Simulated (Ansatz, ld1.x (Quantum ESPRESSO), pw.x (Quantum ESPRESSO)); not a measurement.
## pw.x on sc P: one setting changed

Potential: PAW, ld1.x (Quantum ESPRESSO) 7.5, PBE; core [Ne], reference 3s2 3p3; waves: 3s (bound): rcut 1.35, rcutus 1.60 bohr; 3s channel at 2.45 Ry: rcut 1.35, rcutus 1.60 bohr; 3p (bound): rcut 1.75, rcutus 1.95 bohr; 3p channel at 4.45 Ry: rcut 1.75, rcutus 1.95 bohr; 3d channel at 0.25 Ry: rcut 1.80, rcutus 2.00 bohr; local part: all-electron potential smoothed inside 1.50 bohr (lloc = -1); core correction: none; augmentation: PSQ, radius 1.45 bohr.

The reference run (k-mesh 13³, cutoffs 40/400 Ry, Fermi–Dirac 0.01 Ry, mixing_beta 0.4, conv_thr 1e-9, no spin) gives 0.52 GPa at 14.621 Å³/atom, where all-electron LAPW gives 0.27 GPa. This run, with its own iteration cap, changes nbnd to 15.

```
&control
  calculation='scf', prefix='x', pseudo_dir='./', outdir='./tmp', tstress=.true., disk_io='none'
/
&system
  ibrav=0, nat=1, ntyp=1, ecutwfc=40, ecutrho=400, nbnd=15,
  occupations='smearing', smearing='fd', degauss=0.01
/
&electrons
  conv_thr=1e-09, mixing_beta=0.4, electron_maxstep=70
/
ATOMIC_SPECIES
P 1.0 P.UPF
CELL_PARAMETERS angstrom
  2.44526365 0.00000000 0.00000000
  0.00000000 2.44526365 0.00000000
  0.00000000 0.00000000 2.44526365
ATOMIC_POSITIONS crystal
P 0.0000 0.0000 0.0000
K_POINTS automatic
13 13 13 0 0 0
```

```bash
pw.x < P.scf.in > P.scf.out
```

Task: How does the run end?

Result: It converges in 7 iterations; the free energy moves by +0.0 meV/atom and the pressure by +0.00 GPa. The result is that of the reference run.

```
Message from routine setup:
     using ibrav=0 with symmetry is DISCOURAGED, use correct ibrav instead
     lattice parameter (alat)  =       4.6209  a.u.
     unit-cell volume          =      98.6674 (a.u.)^3
     number of electrons       =         5.00
     number of Kohn-Sham states=           15
     kinetic-energy cutoff     =      40.0000  Ry
     charge density cutoff     =     400.0000  Ry
     scf convergence threshold =      1.0E-09
     Exchange-correlation= SLA  PW   PBX  PBC
     number of k points=    84  Fermi-Dirac smearing, width (Ry)=  0.0100
     iteration #  1     ecut=    40.00 Ry     beta= 0.40
     total energy              =     -55.52795341 Ry
     estimated scf accuracy    <       0.00498239 Ry
     iteration #  2     ecut=    40.00 Ry     beta= 0.40
     total energy              =     -55.52828635 Ry
     estimated scf accuracy    <       0.00181220 Ry
     iteration #  3     ecut=    40.00 Ry     beta= 0.40
     total energy              =     -55.52831001 Ry
     estimated scf accuracy    <       0.00000232 Ry
     iteration #  4     ecut=    40.00 Ry     beta= 0.40
     total energy              =     -55.52831029 Ry
     estimated scf accuracy    <       0.00000014 Ry
     iteration #  5     ecut=    40.00 Ry     beta= 0.40
     total energy              =     -55.52831034 Ry
     estimated scf accuracy    <       0.00000002 Ry
     iteration #  6     ecut=    40.00 Ry     beta= 0.40
     total energy              =     -55.52831034 Ry
     estimated scf accuracy    <          2.7E-09 Ry
     iteration #  7     ecut=    40.00 Ry     beta= 0.40
     the Fermi energy is    11.0147 ev
!    total energy              =     -55.52831034 Ry
     estimated scf accuracy    <          4.3E-11 Ry
     smearing contrib. (-TS)   =      -0.00128814 Ry
     convergence has been achieved in   7 iterations
          total   stress  (Ry/bohr**3)                   (kbar)     P=        5.18
     Message from routine punch:
     Nothing written, as per user request (disk_io='none')
```

The run took about 5.1 s on one core of a shared host (Neoverse-V2, 96 threads, 742 GiB, load 62).
